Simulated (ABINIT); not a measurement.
Planning a run of ABINIT 10.8.3 on PbSe (Clausthalite). The input:

```
acell 3*1.0 Angstrom
rprim 
  -0.000000000000 3.060650000000 3.060650000000
  3.060650000000 -0.000000000000 3.060650000000
  3.060650000000 3.060650000000 -0.000000000000
ntypat 2
znucl 82 34
natom 2
typat 1 2
xred 
  0.000000000000 0.000000000000 0.000000000000
  0.500000000000 0.500000000000 0.500000000000
pp_dirpath "pseudos"
pseudos "Pb.upf, Se.upf"
ecut 48
iscf -2
irdden 1
kptopt 0
nkpt 50
kpt 
  0.00000000 0.00000000 0.00000000
  0.06250000 0.00000000 0.06250000
  0.12500000 0.00000000 0.12500000
  0.18750000 0.00000000 0.18750000
  0.25000000 0.00000000 0.25000000
  0.31250000 0.00000000 0.31250000
  0.37500000 0.00000000 0.37500000
  0.43750000 0.00000000 0.43750000
  0.50000000 0.00000000 0.50000000
  0.51562500 0.03125000 0.51562500
  0.53125000 0.06250000 0.53125000
  0.54687500 0.09375000 0.54687500
  0.56250000 0.12500000 0.56250000
  0.57812500 0.15625000 0.57812500
  0.59375000 0.18750000 0.59375000
  0.60937500 0.21875000 0.60937500
  0.62500000 0.25000000 0.62500000
  0.37500000 0.37500000 0.75000000
  0.32812500 0.32812500 0.65625000
  0.28125000 0.28125000 0.56250000
  0.23437500 0.23437500 0.46875000
  0.18750000 0.18750000 0.37500000
  0.14062500 0.14062500 0.28125000
  0.09375000 0.09375000 0.18750000
  0.04687500 0.04687500 0.09375000
  0.00000000 0.00000000 0.00000000
  0.06250000 0.06250000 0.06250000
  0.12500000 0.12500000 0.12500000
  0.18750000 0.18750000 0.18750000
  0.25000000 0.25000000 0.25000000
  0.31250000 0.31250000 0.31250000
  0.37500000 0.37500000 0.37500000
  0.43750000 0.43750000 0.43750000
  0.50000000 0.50000000 0.50000000
  0.50000000 0.46875000 0.53125000
  0.50000000 0.43750000 0.56250000
  0.50000000 0.40625000 0.59375000
  0.50000000 0.37500000 0.62500000
  0.50000000 0.34375000 0.65625000
  0.50000000 0.31250000 0.68750000
  0.50000000 0.28125000 0.71875000
  0.50000000 0.25000000 0.75000000
  0.50000000 0.21875000 0.71875000
  0.50000000 0.18750000 0.68750000
  0.50000000 0.15625000 0.65625000
  0.50000000 0.12500000 0.62500000
  0.50000000 0.09375000 0.59375000
  0.50000000 0.06250000 0.56250000
  0.50000000 0.03125000 0.53125000
  0.50000000 0.00000000 0.50000000
istwfk *1
nband 30
nbdbuf 2
tolwfr 1e-08
nstep 40
prtwf 0
prtvol 0
indata_prefix "in"
outdata_prefix "out"
tmpdata_prefix "tmp"
```

```sh
OMP_NUM_THREADS=1 mpirun -n 8 abinit run.abi > log
```

Estimate wall time and host memory on 8 MPI ranks of Arm Neoverse N1, shared host.

It took 51 s; on shared hardware allow 26 s to 1.7 min. Peak host memory was 0.7 GiB.

[Paths, hosts, dates, memory and timing lines, banners, echoed tables and standing remarks are left out of the program output.]

[Logs are printed without paths, hosts, clocks, repeated set-up lines and the standing remarks that a program may print on its own settings, such as how far it seeks lower states.]

[Runs of the session that timed out or met a known fault of the program may be left out.]

[Hosts, paths, dates, database ids (printed as entryN), source tags and the programs' standing remarks are cut or masked in the printed files.]

[G0W0 gaps are taken among the corrected bands and points alone; a level outside them can change the order at an edge.]

[Where Ansatz stands beside ABINIT at settings called matched, ABINIT's density can come from a denser mesh and the files from another edition; pairs whose starting gaps differed by over 0.03 eV were left out, so agreement reads better than it is.]
